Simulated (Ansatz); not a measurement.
LiCl in Ansatz: convergence with smearing width

Input of the first run (smearing width 0.3 eV); the others differ in this setting and in those tied to it:

input.yaml

```yaml
crystal:
  lattice:
    - [0.0, 2.56477, 2.56477]
    - [2.56477, 0.0, 2.56477]
    - [2.56477, 2.56477, 0.0]
  atoms:
    - { symbol: Cl, position: [0.5, 0.5, 0.5] }
    - { symbol: Li, position: [0.0, 0.0, 0.0] }
kpoints:
  mp_grid: { grid: [9, 9, 9] }
scf:
  occupations: { method: fermi_dirac, width: 0.3 }
hamiltonian:
  xc: lda
  pseudopotentials: { kind: all_electron, lapw: { basis_error: 0.001 } }
output:
  forces: true
  stress: true
  eigenvalues: true
```

Potentials or basis: all-electron LAPW, scalar-relativistic.

Run with:

```console
$ ansatz run input.yaml --threads 1 --pin off --max-ram 3072MiB --backend cpu --events-out ev --progress --plain --runs-dir out
```

Hardware: 1 thread of Arm Neoverse V2 (shared host).

| smearing width | energy less the tightest run, at zero smearing (meV/atom) | SCF cycles | CPU time (s) | peak memory (GiB) |
| --- | --- | --- | --- | --- |
| 0.3 eV | 0.01 | 5 | 2 | 0.21 |
| 0.2 eV | 0.00 | 5 | 1.9 | 0.21 |
| 0.15 eV | 0.00 | 5 | 1.9 | 0.21 |
| 0.1 eV | 0.00 | 5 | 1.8 | 0.21 |
| 0.05 eV | 0.00 | 5 | 2 | 0.21 |
| 0.025 eV | 0.00 | 5 | 1.9 | 0.21 |
| 0.01 eV | 0.00 | 5 | 1.9 | 0.21 |

Against the tightest run, the energy stays within 1 meV/atom from 0.3 eV on. The tightest run that finished is the yardstick and may itself not be fully converged.

Caveat, for the tightest run too: an odd mesh through Γ misses points on the zone boundary, where band edges often lie.
